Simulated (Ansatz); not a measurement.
WSe₂ (P6_3/mmc), random displacements

All numbers below come from Ansatz 0.2.0, DFT PBE+D3(BJ), scalar-relativistic, plane waves, PAW. Cutoff 420 eV, Γ-centred 12×12×2 k-points, Gaussian smearing of 0.05 eV. Spin–orbit coupling is left out, which can shift energies with elements as heavy as these. No spin polarisation. Energies are free energies at this smearing, counted from the undisturbed cell; pressure is positive in compression.

The starting cell (as given, not relaxed at this level):

```
W Se
1.0
     3.29000    0.00000    0.00000
    -1.64500    2.84922    0.00000
     0.00000    0.00000   12.97000
W Se
2 4
Direct
  0.33333 0.66667 0.25000
  0.66667 0.33333 0.75000
  0.33333 0.66667 0.62100
  0.66667 0.33333 0.12100
  0.33333 0.66667 0.87900
  0.66667 0.33333 0.37900
```

The atoms are displaced (Å, in the unstrained cell):

```
atom ux uy uz
  W1   0.029   0.086   0.191
  W2  -0.008   0.082   0.240
 Se3   0.033   0.005  -0.040
 Se4  -0.027   0.019  -0.150
 Se5  -0.250  -0.018  -0.274
 Se6   0.223  -0.174   0.033
```

Strain (Voigt, engineering shear): (-0.0219, 0.0069, 0.0171, -0.0300, 0.0000, 0.0193).

(1) What are the energy change, the stress and the forces?

## Answers

(1) ΔE = 961.6 meV/atom; stress (xx, yy, zz, yz, xz, xy; compression positive) (22.13, 13.72, 12.15, 16.38, 11.11, 10.22) GPa.
| atom | Fx (eV/Å) | Fy | Fz |
| --- | --- | --- | --- |
| W1 | 0.89 | -3.93 | -6.69 |
| W2 | -8.29 | -6.16 | -14.32 |
| Se3 | -0.10 | 0.13 | 1.67 |
| Se4 | 0.07 | 0.10 | 2.99 |
| Se5 | 8.42 | 6.04 | 12.77 |
| Se6 | -0.99 | 3.82 | 3.58 |

Cost: 1 run of about 3.5 core-minutes, on Intel Xeon Processor @ 2.50GHz (Skylake/Cascade Lake) (shared hosts).